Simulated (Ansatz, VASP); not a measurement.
**Cd: VASP beside Ansatz**

The input INCAR:

```
ALGO = Normal
EDIFF = 1E-7
ENCUT = 520
GGA = PE
ISIF = 2
ISMEAR = 0
LASPH = T
LCHARG = F
LREAL = F
LWAVE = F
NBANDS = 19
NELM = 60
PREC = Accurate
SIGMA = 0.1
```

KPOINTS

```
k-points
0
Gamma
  6 6 4
```

POSCAR

```
Cd
1.0
    2.9788725081      0.0000000000      0.0000000000
   -1.4894362540      2.5797792666      0.0000000000
    0.0000000000      0.0000000000      5.6176500000
Cd
2
Direct
    0.3333333333      0.6666666667      0.2500000000
    0.6666666667      0.3333333333      0.7500000000
```

Input for Ansatz:

```yaml
crystal:
  lattice:
    - [2.9788725081, 0.0, 0.0]
    - [-1.489436254, 2.5797792666, 0.0]
    - [0.0, 0.0, 5.61765]
  atoms:
    - { symbol: Cd, position: [0.3333333333, 0.6666666667, 0.25] }
    - { symbol: Cd, position: [0.6666666667, 0.3333333333, 0.75] }
basis:
  ecutwfc: 420
kpoints:
  mp_grid: { grid: [6, 6, 4] }
hamiltonian:
  xc: pbe
scf:
  occupations: { method: gaussian, width: 0.1 }
output:
  forces: true
  stress: true
  eigenvalues: true
```

Alike in both runs: task single point; functional PBE; k mesh 6 × 6 × 4; occupations gaussian, width 0.1 eV; no spin polarisation.

|  | VASP | Ansatz |
| --- | --- | --- |
| version | VASP 6.6.1 | Ansatz 0.2.0 |
| potentials or method | VASP PAW PBE potentials, release 64 (Cd) | scalar-relativistic, plane waves, PAW |
| plane-wave cutoff (eV) | 520 | 420 |
| valence electrons in the cell | 24 | 40 |

```tsv
	VASP	Ansatz	Ansatz less VASP
gap on the k mesh at the Fermi level (eV)	none	none	-
pressure (GPa)	4.3	3.9	-0.34
largest component of the traceless stress (GPa)	0.57	0.44	-0.129
```

A gap of «none» marks a metal or a gap that the smearing closes. With one functional, cell and mesh, what is left measures potentials, basis and numerics. The two sets of potentials don't hold the same shells in valence.

Caveats: the k mesh is coarse (spacing up to 0.41 Å⁻¹), so the values aren't converged.
